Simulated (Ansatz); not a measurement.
# WSe2: the cost of one run

Method: DFT LDA+D3(BJ), scalar-relativistic, plane waves, PAW, in Ansatz 0.2.0.

1 further run of the same task is left out (set aside as unsound or not needed).

## 1. The starting structure

It takes space group P-6m2 (No. 187, hexagonal). Conventional cell: a = 3.207 Å, b = 3.207 Å, c = 6.746 Å, α = 90.00°, β = 90.00°, γ = 120.00°. W (site symmetry -6m2) has 6 Se at 2.50 Å as nearest neighbours. Se (site symmetry 3m) is surrounded by 3 W at 2.50 Å.

Structure file:

```cif
data_structure
_symmetry_space_group_name_H-M 'P-6m2'
_symmetry_Int_Tables_number 187
_cell_length_a 3.2070
_cell_length_b 3.2070
_cell_length_c 6.7464
_cell_angle_alpha 90.000
_cell_angle_beta 90.000
_cell_angle_gamma 120.000
_cell_volume 60.09
loop_
_atom_site_label
_atom_site_type_symbol
_atom_site_symmetry_multiplicity
_atom_site_Wyckoff_symbol
_atom_site_fract_x
_atom_site_fract_y
_atom_site_fract_z
_atom_site_occupancy
W1 W 1 a 0.00000 0.00000 0.00000 1
Se1 Se 2 h 0.33333 0.66667 0.24802 1
```

It goes back to an entry of the Materials Project, which need not be the stable form.

This cell was relaxed beforehand with the same method: volume 20.03 Å³/atom, gap on the mesh 1.06 eV.

## 2. Plan of the line

The energy is mapped over two homogeneous strains (x along [1 0 0], y along [1 2 0], z along [0 0 1] of the conventional cell).

- strain +e along x and -e along y: 5 values from −15.0 to 15.0 %
- strain +e along z and -e/2 along x and y: 5 values from −7.0 to 7.0 %

Nothing else is relaxed (fractional coordinates fixed). Energies count from the relaxed crystal. Points are written as (first, second).

## 3. Grid point (−7.5 %, −7.0 %)

Input file input.yaml:

```yaml
crystal:
  lattice:
    - [3.0787610438, 0.0, 0.0]
    - [-1.5393805219, 3.0828923506, 0.0]
    - [0.0, 0.0, 6.2741743996]
  atoms:
    - { symbol: W, position: [0.0, 0.0, 0.0] }
    - { symbol: Se, position: [0.3333333333, 0.6666666667, 0.2480187231] }
    - { symbol: Se, position: [0.3333333333, 0.6666666667, 0.7519812769] }
basis:
  ecutwfc: 420
kpoints:
  mp_grid: { grid: [12, 12, 4] }
hamiltonian:
  xc: lda
  pseudopotentials: { kind: paw, azcp: { folder: soft_1 } }
  dispersion: d3bj
scf:
  occupations: { method: gaussian, width: 0.05 }
output:
  forces: true
  stress: true
  eigenvalues: true
```

Command:

```console
$ ansatz run input.yaml --threads 1 --pin off --max-ram 2048MiB --backend cpu --events-out ev --progress --plain --runs-dir out
```

What time and memory should one allow on 1 thread of Arm Neoverse N1, shared host?

About 38 s, with a peak of 0.41 GiB.
